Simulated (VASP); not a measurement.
# Which magnetic order does zigzag Ru chain, bond 2.672 A take?, part 5 of 5

Aim: compare collinear orders of zigzag Ru chain, bond 2.672 A.

VASP 6.6.1, plane waves and PAW; the level of theory is named at each step.

So far, largest spin moment in the PAW sphere (μB): step 2 (magnetic order, start order fm, signs ++++) 2.73; step 3 (magnetic order, start order AFM 1, signs ++--) 2.18; step 4 (magnetic order, start order AFM 2, signs +-+-) 2.50; step 5 (magnetic order, start order ferri 3, signs +++-) 2.56.

## (9) Magnetic order, other settings

This step: PBEsol, DFT+U (Ru d 2 eV), spin-polarised, from parallel moments; plane waves and PAW (Ru_pv) (VASP 6.6.1).

The run is repeated with some settings moved, to see what they change.

File INCAR:

```
SYSTEM = Ru
PREC = Normal
ENCUT = 300
EDIFF = 1E-05
NELM = 120
ISMEAR = 0
SIGMA = 0.3
LREAL = .FALSE.
ALGO = Fast
GGA = PS
NBANDS = 39
ISPIN = 2
MAGMOM = 1 1 1 1
LDAU = .TRUE.
LDAUTYPE = 2
LDAUL = 2
LDAUU = 2
LDAUJ = 0
LDAUPRINT = 1
LASPH = .TRUE.
LMAXMIX = 4
LORBIT = 11
LWAVE = .FALSE.
LCHARG = .FALSE.
NCORE = 2
NELMDL = -8
```

File POSCAR:

```
Ru
1.0
   12.0000000000      0.0000000000      0.0000000000
    0.0000000000     12.0000000000      0.0000000000
    0.0000000000      0.0000000000      6.4128000000
Ru
4
Direct
    0.4109333333      0.5000000000      0.0000000000
    0.4109333333      0.5000000000      0.5000000000
    0.5890666667      0.5000000000      0.2500000000
    0.5890666667      0.5000000000      0.7500000000
```

File KPOINTS:

```
Automatic mesh
0
Gamma
1 1 7
0 0 0
```

The projector-augmented-wave data sets are Ru_pv (PBE family, release 64).

Launch:

```
> mpirun -np 2 vasp_std
```

Output:

```text
[... set-up lines as in an earlier step ...]
 entering main loop
       N       E                     dE             d eps       ncg     rms          rms(c)
DAV:   1     0.243662528471E+03    0.24366E+03   -0.22673E+04   880   0.651E+02
DAV:   2     0.171898155994E+02   -0.22647E+03   -0.21406E+03   848   0.182E+02
DAV:   3    -0.129431842644E+02   -0.30133E+02   -0.27099E+02   824   0.470E+01
DAV:   4    -0.140541296804E+02   -0.11109E+01   -0.10591E+01   734   0.841E+00
DAV:   5    -0.140944712779E+02   -0.40342E-01   -0.40280E-01   839   0.157E+00
DAV:   6    -0.140955340939E+02   -0.10628E-02   -0.10627E-02   827   0.238E-01
DAV:   7    -0.140955535525E+02   -0.19459E-04   -0.19459E-04   723   0.360E-02
DAV:   8    -0.140955539983E+02   -0.44575E-06   -0.44552E-06   485   0.706E-03    0.990E+00
RMM:   9    -0.132555091951E+02    0.84004E+00   -0.78098E+00   625   0.102E+01    0.751E+00
RMM:  10    -0.873655269086E+01    0.45190E+01   -0.97907E+00   697   0.858E+00    0.489E+00
RMM:  11    -0.755614259855E+01    0.11804E+01   -0.31089E+00   721   0.568E+00    0.290E+00
RMM:  12    -0.960941710941E+01   -0.20533E+01   -0.88607E-01   735   0.340E+00    0.157E+00
RMM:  13    -0.120096932258E+02   -0.24003E+01   -0.16875E+00   729   0.363E+00    0.107E+00
RMM:  14    -0.134548461133E+02   -0.14452E+01   -0.88952E-01   738   0.240E+00    0.864E-01
RMM:  15    -0.144459464589E+02   -0.99110E+00   -0.68199E-01   776   0.208E+00    0.751E-01
RMM:  16    -0.150194266882E+02   -0.57348E+00   -0.34599E-01   771   0.131E+00    0.599E-01
RMM:  17    -0.153128860521E+02   -0.29346E+00   -0.15516E-01   768   0.941E-01    0.421E-01
RMM:  18    -0.155453903605E+02   -0.23250E+00   -0.16619E-01   781   0.852E-01    0.373E-01
RMM:  19    -0.156173592854E+02   -0.71969E-01   -0.41761E-02   796   0.592E-01    0.200E-01
RMM:  20    -0.156789924628E+02   -0.61633E-01   -0.31099E-02   757   0.349E-01    0.133E-01
RMM:  21    -0.156846495231E+02   -0.56571E-02   -0.46178E-03   719   0.249E-01    0.162E-01
RMM:  22    -0.156929720277E+02   -0.83225E-02   -0.23681E-03   750   0.136E-01    0.112E-01
RMM:  23    -0.156982138681E+02   -0.52418E-02   -0.24663E-03   803   0.137E-01    0.333E-02
RMM:  24    -0.156994308750E+02   -0.12170E-02   -0.39058E-04   665   0.631E-02    0.280E-02
RMM:  25    -0.157000227478E+02   -0.59187E-03   -0.24377E-04   696   0.416E-02    0.175E-02
RMM:  26    -0.157003846029E+02   -0.36186E-03   -0.13262E-04   657   0.332E-02    0.101E-02
RMM:  27    -0.157005430727E+02   -0.15847E-03   -0.37938E-05   574   0.177E-02    0.586E-03
RMM:  28    -0.157006243831E+02   -0.81310E-04   -0.22187E-05   524   0.111E-02    0.405E-03
RMM:  29    -0.157006806889E+02   -0.56306E-04   -0.16223E-05   483   0.106E-02    0.364E-03
RMM:  30    -0.157007065539E+02   -0.25865E-04   -0.49179E-06   337   0.607E-03    0.223E-03
RMM:  31    -0.157007217534E+02   -0.15200E-04   -0.26462E-06   325   0.515E-03    0.147E-03
RMM:  32    -0.157007403766E+02   -0.18623E-04   -0.26824E-06   280   0.429E-03    0.911E-04
RMM:  33    -0.157007443452E+02   -0.39686E-05   -0.17529E-06   215   0.343E-03
   1 F= -.15700744E+02 E0= -.15594840E+02  d E =-.211808E+00  mag=    12.3283
```

Run time: 54 s. Hardware: 2 MPI ranks of Intel Xeon 6975P-C (Granite Rapids), shared host; peak memory 0.48 GiB.

Parts of OUTCAR (step 9):

```text
   k-points           NKPTS =      4   k-points in BZ     NKDIM =      4   number of bands    NBANDS=     39

   ENCUT  =  300.0 eV  22.05 Ry    4.70 a.u.  16.95 16.95  9.06*2*pi/ulx,y,z

   NELECT =      56.0000    total number of electrons

atom =   1  type =  1  l = 2

 onsite density matrix

spin component  1

  0.8752 -0.0000  0.0000 -0.0000 -0.0000
 -0.0000  0.8711  0.0000  0.0000 -0.0000
  0.0000  0.0000  0.8452 -0.0000  0.0097
 -0.0000  0.0000 -0.0000  0.8476  0.0000
 -0.0000 -0.0000  0.0097  0.0000  0.8708

spin component  2

  0.3044 -0.0000 -0.0000  0.0000 -0.0000
 -0.0000  0.3697 -0.0000  0.0000 -0.0000
 -0.0000 -0.0000  0.2405 -0.0000 -0.0559
  0.0000  0.0000 -0.0000  0.4781 -0.0000
 -0.0000 -0.0000 -0.0559 -0.0000  0.2365

 occupancies and eigenvectors

  o =  0.1826  v =  0.0000  0.0000  0.0000  0.0000  0.0000  0.0000 -0.0000 -0.6943  0.0000 -0.7196      0.0000  0.0000  0.0000  0.0000  0.0000  0.0000  0.0000  0.0000  0.0000  0.0000
  o =  0.2944  v =  0.0000  0.0000  0.0000  0.0000  0.0000  0.0000 -0.0000 -0.7196 -0.0000  0.6943      0.0000  0.0000  0.0000  0.0000  0.0000  0.0000  0.0000  0.0000  0.0000  0.0000
  o =  0.3044  v =  0.0000  0.0000  0.0000  0.0000  0.0000  1.0000  0.0000  0.0000  0.0000  0.0000      0.0000  0.0000  0.0000  0.0000  0.0000  0.0000  0.0000  0.0000  0.0000  0.0000
  o =  0.3697  v =  0.0000  0.0000  0.0000  0.0000  0.0000  0.0000 -1.0000  0.0000  0.0000 -0.0000      0.0000  0.0000  0.0000  0.0000  0.0000  0.0000  0.0000  0.0000  0.0000  0.0000
  o =  0.4781  v =  0.0000  0.0000  0.0000  0.0000  0.0000  0.0000 -0.0000  0.0000 -1.0000 -0.0000      0.0000  0.0000  0.0000  0.0000  0.0000  0.0000  0.0000  0.0000  0.0000  0.0000
  o =  0.8419  v =  0.0000  0.0000  0.9476  0.0000 -0.3194  0.0000  0.0000  0.0000  0.0000  0.0000      0.0000  0.0000  0.0000  0.0000  0.0000  0.0000  0.0000  0.0000  0.0000  0.0000
  o =  0.8476  v =  0.0000  0.0000 -0.0000  1.0000  0.0000  0.0000  0.0000  0.0000  0.0000  0.0000      0.0000  0.0000  0.0000  0.0000  0.0000  0.0000  0.0000  0.0000  0.0000  0.0000
  o =  0.8711  v =  0.0000 -1.0000 -0.0000  0.0000 -0.0000  0.0000  0.0000  0.0000  0.0000  0.0000      0.0000  0.0000  0.0000  0.0000  0.0000  0.0000  0.0000  0.0000  0.0000  0.0000
  o =  0.8741  v =  0.0000  0.0000 -0.3194  0.0000 -0.9476  0.0000  0.0000  0.0000  0.0000  0.0000      0.0000  0.0000  0.0000  0.0000  0.0000  0.0000  0.0000  0.0000  0.0000  0.0000
  o =  0.8752  v =  1.0000  0.0000  0.0000  0.0000  0.0000  0.0000  0.0000  0.0000  0.0000  0.0000      0.0000  0.0000  0.0000  0.0000  0.0000  0.0000  0.0000  0.0000  0.0000  0.0000

atom =   2  type =  1  l = 2

 onsite density matrix

spin component  1

  0.8752 -0.0000  0.0000  0.0000  0.0000
 -0.0000  0.8711  0.0000 -0.0000  0.0000
  0.0000  0.0000  0.8452  0.0000  0.0097
  0.0000 -0.0000  0.0000  0.8476 -0.0000
  0.0000  0.0000  0.0097 -0.0000  0.8708

spin component  2

  0.3044  0.0000 -0.0000 -0.0000 -0.0000
  0.0000  0.3697 -0.0000  0.0000 -0.0000
 -0.0000 -0.0000  0.2405 -0.0000 -0.0559
 -0.0000  0.0000 -0.0000  0.4781  0.0000
 -0.0000 -0.0000 -0.0559  0.0000  0.2365

 occupancies and eigenvectors

  o =  0.1826  v =  0.0000  0.0000  0.0000  0.0000  0.0000  0.0000 -0.0000  0.6943  0.0000  0.7196      0.0000  0.0000  0.0000  0.0000  0.0000  0.0000  0.0000  0.0000  0.0000  0.0000
  o =  0.2944  v =  0.0000  0.0000  0.0000  0.0000  0.0000  0.0000  0.0000 -0.7196  0.0000  0.6943      0.0000  0.0000  0.0000  0.0000  0.0000  0.0000  0.0000  0.0000  0.0000  0.0000
  o =  0.3044  v =  0.0000  0.0000  0.0000  0.0000  0.0000  1.0000  0.0000  0.0000  0.0000  0.0000      0.0000  0.0000  0.0000  0.0000  0.0000  0.0000  0.0000  0.0000  0.0000  0.0000
  o =  0.3697  v =  0.0000  0.0000  0.0000  0.0000  0.0000  0.0000 -1.0000 -0.0000  0.0000 -0.0000      0.0000  0.0000  0.0000  0.0000  0.0000  0.0000  0.0000  0.0000  0.0000  0.0000
[...]
onsite density matrix

spin component  1

  0.8752 -0.0000 -0.0000 -0.0000 -0.0000
 -0.0000  0.8711  0.0000  0.0000 -0.0000
 -0.0000  0.0000  0.8452 -0.0000  0.0097
 -0.0000  0.0000 -0.0000  0.8476  0.0000
 -0.0000 -0.0000  0.0097  0.0000  0.8708

spin component  2

  0.3044  0.0000  0.0000  0.0000  0.0000
  0.0000  0.3697 -0.0000  0.0000  0.0000
  0.0000 -0.0000  0.2405  0.0000 -0.0559
  0.0000  0.0000  0.0000  0.4781 -0.0000
  0.0000  0.0000 -0.0559 -0.0000  0.2365

 occupancies and eigenvectors

  o =  0.1826  v =  0.0000  0.0000  0.0000  0.0000  0.0000  0.0000  0.0000 -0.6943 -0.0000 -0.7196      0.0000  0.0000  0.0000  0.0000  0.0000  0.0000  0.0000  0.0000  0.0000  0.0000
  o =  0.2944  v =  0.0000  0.0000  0.0000  0.0000  0.0000  0.0000  0.0000 -0.7196  0.0000  0.6943      0.0000  0.0000  0.0000  0.0000  0.0000  0.0000  0.0000  0.0000  0.0000  0.0000
  o =  0.3044  v =  0.0000  0.0000  0.0000  0.0000  0.0000  1.0000  0.0000  0.0000  0.0000  0.0000      0.0000  0.0000  0.0000  0.0000  0.0000  0.0000  0.0000  0.0000  0.0000  0.0000
  o =  0.3697  v =  0.0000  0.0000  0.0000  0.0000  0.0000  0.0000  1.0000  0.0000  0.0000  0.0000      0.0000  0.0000  0.0000  0.0000  0.0000  0.0000  0.0000  0.0000  0.0000  0.0000
  o =  0.4781  v =  0.0000  0.0000  0.0000  0.0000  0.0000  0.0000 -0.0000  0.0000  1.0000 -0.0000      0.0000  0.0000  0.0000  0.0000  0.0000  0.0000  0.0000  0.0000  0.0000  0.0000
  o =  0.8419  v =  0.0000 -0.0000  0.9476  0.0000 -0.3194  0.0000  0.0000  0.0000  0.0000  0.0000      0.0000  0.0000  0.0000  0.0000  0.0000  0.0000  0.0000  0.0000  0.0000  0.0000
  o =  0.8476  v =  0.0000  0.0000 -0.0000  1.0000  0.0000  0.0000  0.0000  0.0000  0.0000  0.0000      0.0000  0.0000  0.0000  0.0000  0.0000  0.0000  0.0000  0.0000  0.0000  0.0000
  o =  0.8711  v =  0.0000 -1.0000 -0.0000  0.0000 -0.0000  0.0000  0.0000  0.0000  0.0000  0.0000      0.0000  0.0000  0.0000  0.0000  0.0000  0.0000  0.0000  0.0000  0.0000  0.0000
  o =  0.8741  v =  0.0000 -0.0000  0.3194  0.0000  0.9476  0.0000  0.0000  0.0000  0.0000  0.0000      0.0000  0.0000  0.0000  0.0000  0.0000  0.0000  0.0000  0.0000  0.0000  0.0000
  o =  0.8752  v =  1.0000  0.0000  0.0000  0.0000  0.0000  0.0000  0.0000  0.0000  0.0000  0.0000      0.0000  0.0000  0.0000  0.0000  0.0000  0.0000  0.0000  0.0000  0.0000  0.0000

 E-fermi :  -2.9867

 spin component 1
 k-point     1 :       0.0000    0.0000    0.0000
  band No.  band energies     occupation
    ...
     30      -4.8336      1.00000
     31      -4.7634      1.00000
     32      -4.7634      1.00000
     33      -3.6883      0.99953
     34      -3.4281      0.98127
     35      -1.6113      0.00000
     36      -1.2995      0.00000
     37      -1.2995      0.00000
     38      -0.6941      0.00000
     39       0.7432      0.00000

 k-point     2 :       0.0000    0.0000    0.1429
  band No.  band energies     occupation
    ...
     30      -5.0848      1.00000
     31      -4.9001      1.00000
     32      -4.5416      1.00000
     33      -3.7958      0.99993
     34      -3.3258      0.94504
     35      -2.5557      0.02107
     36      -1.4814      0.00000
     37      -0.5396      0.00000
     38      -0.5282      0.00000
     39       0.3141      0.00000

  Total      -11.4304494     -0.3109425    -15.7708279      0.0000000      0.0000000      0.0000000
  in kB      -19.8318715     -0.5394864    -27.3624440      0.0000000      0.0000000      0.0000000
  external PRESSURE =     -15.9112673 kB  Pullay stress =       0.0000000 kB

 POSITION                                       TOTAL-FORCE (eV/Angst)
 -----------------------------------------------------------------------------------
      4.93120      6.00000      0.00000         2.622215     -0.000000      0.000000
      4.93120      6.00000      3.20640         2.622215      0.000000      0.000000
      7.06880      6.00000      1.60320        -2.622215     -0.000000      0.000000
      7.06880      6.00000      4.80960        -2.622215      0.000000      0.000000
 -----------------------------------------------------------------------------------
    total drift:                                0.000000     -0.000000     -0.000000

  FREE ENERGIE OF THE ION-ELECTRON SYSTEM (eV)
  ---------------------------------------------------
  free  energy   TOTEN  =       -15.7007443452 eV

  energy  without entropy=      -15.4889359043  energy(sigma->0) =      -15.59484012

 magnetization (x)
# of ion       s       p       d       tot
------------------------------------------
    1        0.041   0.013   2.670   2.724
    2        0.041   0.013   2.670   2.724
    3        0.041   0.013   2.670   2.724
    4        0.041   0.013   2.670   2.724
--------------------------------------------------
tot          0.166   0.052  10.679  10.897

[... 5 parts as in an earlier step ...]

[... 11 further parts left out ...]
```

Settings moved on purpose: NELMDL = -8, ENCUT = 300, ISMEAR = 0 and SIGMA = 0.3. The run ended without an error; the comparison shows what it cost.

Against the run that it repeats, EDIFF, NBANDS, ALGO and AMIX also differ.

The two runs compared:

```
                                              quantity  this run  the run it repeats  difference
                          energy at zero smearing (eV)   -15.595             -15.549     -0.0459
                              free energy (TOTEN) (eV)   -15.701             -15.549      -0.152
                                     Fermi energy (eV)   -2.9867             -3.0453      0.0586
moment of the cell, from the last line of the log (μB)    12.328              12.258      0.0701
                                     electronic cycles        33                  22          11
```

The two runs differ clearly in the free energy (TOTEN): -15.7 eV against -15.5 eV.

The total energy moves by -11.5 meV an atom.

## (10) Summary of results

* mean moment in the lowest run: 2.73 μB

The cell was run as typed, and forces of at least 1.9 eV/Å remain in every run with moments, so its atoms stand far from any minimum at this level and some may sit on wrong sites; the results belong to this cell alone. The lowest run started as fm and holds 2.73 μB on average over the atoms that were given a moment; the next state, from ferri 3, lies 155.4 meV a magnetic atom higher. It ends with the signs ++++ and a net moment of 12.26 μB a cell: the moments given at the start all parallel. Differences of 365 meV a magnetic atom are large for orders alone; such runs may also hold other orbital or spin states. No other collinear orders were tried, and their comparison leaves spin-orbit coupling out. U on a cell of metallic elements alone is a test of sensitivity more than a model of the material.

[Lines on the potential files, build, host, timing and source positions are cut from VASP's logs without a mark.]

[Logs are printed without paths, hosts, clocks, repeated set-up lines and the standing remarks that a program may print on its own settings, such as how far it seeks lower states.]

[Hosts, paths, dates, database ids (printed as entryN), source tags and the programs' standing remarks are cut or masked in the printed files.]

[In band tables of VASP the shares of atoms and orbitals are scaled to a sum of 1 inside the atoms' spheres.]

[Runs that stopped without an error message from VASP are left out.]
